In a transition metal of group G, G electrons lie outside the closed inner shells. If about one of them goes into the broad band built from s and p orbitals, G − 1 are left for the d shell, which holds at most ten. This count describes the elements below well, all computed without spin polarisation in the body-centred cubic structure. None of them has this structure under ordinary conditions, but the common lattice makes their electron counts easier to compare.

Ansatz 0.2.0, plane-wave PAW, r2SCAN, scalar-relativistic, without spin polarisation: 4d and 5d metals (M) in the bcc structure at zero pressure. Cutoff 500 eV (Tc 600 eV), Gaussian smearing 0.05 eV, k meshes from 14×14×14 to 20×20×20. Loewdin populations count only the shells listed for each dataset's free atom, including filled semicore shells.

```
element   Z  group  period  Loewdin s electrons on M (e)  Loewdin p electrons on M (e)  Loewdin d electrons on M (e)  Loewdin f electrons on M (e)  volume (Å³/atom)
      Y  39      3       5                          2.82                          5.97                          2.12                          0.00             33.61
     Tc  43      7       5                          2.81                          5.99                          6.06                          0.00             14.39
     Ru  44      8       5                          2.73                          5.99                          7.18                          0.00             13.93
     Rh  45      9       5                          2.72                          5.99                          8.20                          0.00             14.10
     Pd  46     10       5                          2.00                          6.00                          9.41                          0.00             15.03
     Ag  47     11       5                          3.01                          6.00                          9.89                          0.00             17.47
     Cd  48     12       5                          3.53                          6.00                          9.98                          0.00             22.11
     Hf  72      4       6                          2.76                          5.98                          3.19                         13.99             22.10
     Re  75      7       6                          2.88                          5.99                          5.94                          0.00             14.84
     Os  76      8       6                          2.90                          6.00                          6.92                          0.00             14.47
     Ir  77      9       6                          2.92                          6.00                          7.91                          0.00             14.72
     Pt  78     10       6                          2.92                          6.00                          8.95                          0.00             15.47
     Au  79     11       6                          3.08                          6.00                          9.76                          0.00             17.56
     Hg  80     12       6                          3.84                          6.00                          9.98                          0.00             26.74
```

The physical reason lies in the widths of the bands. The outer s orbitals reach far and overlap strongly, so their band is wide. In the metals with a partly filled d band it starts below the d states. The d orbitals are compact and form a narrow band that offers many states in a small range of energy. As long as this band is partly filled, the Fermi level, up to which states are occupied, lies within it, and an added electron finds mostly d states there.

The densities of states from the same calculations agree with this picture. In groups 7 to 10 the metals have between 0.9 and 4.1 states per eV at the Fermi level. In Ag and Au, whose d bands lie below it, fewer than 0.3 remain. These are values at a single energy and depend on the sampling of the bands, so they illustrate the argument and do not measure how each new electron is shared.

The populations in the table are Loewdin populations: the occupied states are projected onto orbitals of the free atom, and the electrons are counted by shell. The s column includes two electrons of a deeper shell, and the p column is essentially such a deeper, filled shell. The f column is a matter of bookkeeping: hafnium's filled 4f shell is among the electrons treated explicitly, while from Re to Hg the same filled shell belongs to the fixed core and is not counted. With N(d) for the number of d electrons, the simple model reads

N(d) = G − 1 for groups 3 to 10
N(d) = 10 for groups 11 and 12

Ruthenium, in group 8, serves as an example. One of its eight outer electrons goes to the sp band, which leaves 8 − 1 = 7 for the d shell; the calculation gives 7.18. The model has no adjusted constant, and its typical error is 0.13 electrons over all rows except Pd. The output printed after this section lists the comparison row by row.

The free atoms follow a different count. Y, Tc, Hf, Re, Os and Ir each have two outer s electrons as atoms, yet their metals hold about one d electron more than the atoms do. Theory explains the transfer: in the solid the s level spreads into a wide band, whose upper part lies above the Fermi level. The second s electron would have to occupy that upper part, and it finds a lower state in the d band.

The trend changes once the d shell is full. From Ag to Cd and from Au to Hg the added electron must enter the sp band, and the outer s count rises by 0.52 and 0.75. The d counts of Ag and Au, 9.89 and 9.76, fall short of ten because d orbitals mix with s and p states and because the projection is imperfect. They do not indicate an open d shell.

Palladium is irregular because of how its electrons are counted. Its free atom has ten 4d electrons and no 5s electron, so the projection contains no 5s orbital. The value of 2.00 in the s column is the deeper 4s shell alone. The metal should also hold electrons of 5s character, as rhodium and silver do. Some of them show up as unassigned charge, 0.59 electrons against about 0.1 in those two neighbours, and others are probably credited to d orbitals, which would make the d count of 9.41 too high. Platinum, whose projection does include the outer s orbital, has 8.95 and follows the rule.

The heavier metals shift the balance towards s. Osmium has 0.26 fewer d electrons than ruthenium and 0.15 more outer s electrons; groups 7, 9 and 11 show the same direction. The standard explanation is relativity, which pulls the 6s orbital inwards and lowers its energy. The contracted inner shells then screen the nucleus better, and the 5d level rises. The free atoms of Os and Ir already favour s over d more than those of Ru and Rh, so the preference is not created by the metallic bond.

Cadmium and mercury differ in another way, since both have a full d shell. Mercury shows 0.31 more outer s electrons, and the part of its charge that the projection leaves unassigned is smaller by the same amount. Its volume per atom is also 21 % larger. A likely reading is that the 6s pair of mercury stays closer to its atomic form, while the outer electrons of cadmium mix more with p states, for which the projection has no outer orbital.

How much of the difference between the 4d and 5d metals is due to relativity remains open. The calculations also leave out spin-orbit coupling, a relativistic effect that is stronger in the 5d metals. The two rows are projected onto different atomic orbitals, and in groups 7 to 9 the heavier metals leave slightly more charge unassigned. Repeating the 5d calculations without relativity, with orbitals generated in the same way, would show how much of the shift relativity causes, although the counts would still depend on the projection.

Printed output of the fit:

```
Electron count per atom:
  row  d by rule  computed less rule  d of free atom  valence s (Pd not projected)  unassigned
    Y          2                0.12               1                        0.8523        0.09
   Tc          6                0.06               5                        0.8443        0.14
   Ru          7                0.18               7                        0.7703         0.1
   Rh          8                 0.2               8                        0.7302        0.09
   Pd          9                0.41              10                             0        0.59
   Ag         10               -0.11              10                         1.014         0.1
   Cd         10               -0.02              10                          1.53        0.49
   Hf          3                0.19               2                        0.8059        0.08
   Re          6               -0.06               5                        0.9184        0.19
   Os          7               -0.08               6                        0.9172        0.18
   Ir          8               -0.09               7                        0.9254        0.17
   Pt          9               -0.05               9                        0.9357        0.13
   Au         10               -0.24              10                          1.09        0.16
   Hg         10               -0.02              10                         1.841        0.18
rms miss of the rule (d is group less one, at most ten) without Pd [e]: 0.1294
rms miss of the free-atom d counts without Pd [e]: 0.707
d gain per element from Tc to Rh [e]: 1.07
d gain per element from Re to Pt [e]: 1.003
valence s gain from Ag to Cd [e]: 0.5169
valence s gain from Au to Hg [e]: 0.7508
d of Re less d of Tc [e]: -0.12
d of Os less d of Ru [e]: -0.26
d of Ir less d of Rh [e]: -0.29
d of Au less d of Ag [e]: -0.13
valence s of Re less that of Tc [e]: 0.0741
valence s of Os less that of Ru [e]: 0.1469
valence s of Ir less that of Rh [e]: 0.1952
valence s of Au less that of Ag [e]: 0.0763
valence s of Hg less that of Cd [e]: 0.3102
unassigned, 5d less 4d, mean of groups 7 to 9 [e]: 0.07
unassigned of Hg less that of Cd [e]: -0.31
volume of Hg over that of Cd [percent more]: 20.94
d of Pd less the mean of Rh and Ag [e]: 0.365
unassigned of Pd less the mean of Rh and Ag [e]: 0.495
lowest density of states at the Fermi level, groups 7 to 10 [states/eV]: 0.895
highest density of states at the Fermi level, groups 7 to 10 [states/eV]: 4.133
highest density of states at the Fermi level, Ag and Au [states/eV]: 0.277
```
